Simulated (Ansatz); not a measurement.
# YN: energy above lowest point against volume scale

All results are calculated (Ansatz 0.2.0). Free energy against uniform scaling of the volume at fixed shape and fractions; periodic cell, basis, potentials, k mesh and filling as listed.

The cell before it is scaled or strained (space group Fm-3m, No. 225):
```
cell vectors (Å)
   0.0000     2.4600     2.4600
   2.4600     0.0000     2.4600
   2.4600     2.4600     0.0000
atoms (fractions of the cell vectors)
Y   0.00000  0.00000  0.00000
N   0.50000  0.50000  0.50000
```

Settings of every row: functional PBE; dispersion none; potentials norm-conserving; wave cutoff 1240 eV; density cutoff 4960 eV; k mesh 6x6x6; k shift 0x0x0; occupations fixed; smearing width 0 eV; spin none; SCF threshold exponent -8.

Limits: coarse k mesh, up to 40 meV an atom off.

| row | volume scale | V (Å³/atom) | energy above lowest point (meV/atom) |
| --- | --- | --- | --- |
| 1 | 0.9221 | 13.727 | 42.1 |
| 2 | 0.9481 | 14.114 | 15.9 |
| 3 | 0.974 | 14.5 | 2.4 |
| 4 | 1 | 14.887 | 0 |
| 5 | 1.026 | 15.274 | 7.4 |
| 6 | 1.0519 | 15.66 | ? |

Question: what energy above lowest point should row 6 give?

Worked fit of energy above lowest point. Take u = (V_r/V)^(2/3) − 1 with V_r = 14.5 Å³ an atom, which is twice the finite (Eulerian) strain; such expansions in the strain, on which the Birch-Murnaghan equation of state is built, carry the rest volume and the bulk modulus. The shown rows have u = 0.0372, 0.01815, 0, -0.01741, -0.03407. Least squares give energy above lowest point = 2.4 + 433.8 × u + 17031 × u² meV/atom; a straight line predicts inner rows, each left out in turn, worse (root mean square 10 against 0.018 meV/atom). All shown rows lie on it to the printed digit. Its lowest point lies at u = -0.0127, or V = 14.78 Å³ an atom, and the curvature there gives the bulk modulus at fixed shape and fractions, B = (4/9)(1 + u)² E″(u)/V = 160 GPa. The withheld row has u = -0.05001, so the fit gives 2.4 + 433.8 × (-0.05001) + 17031 × (-0.05001)² = 23.3 meV/atom.

The calculation gave 23.2 meV/atom. The fit lies 0.1 meV/atom (0.24 % of the column's range) above it, one unit of the last digit. This row lies beyond the range of the fit.
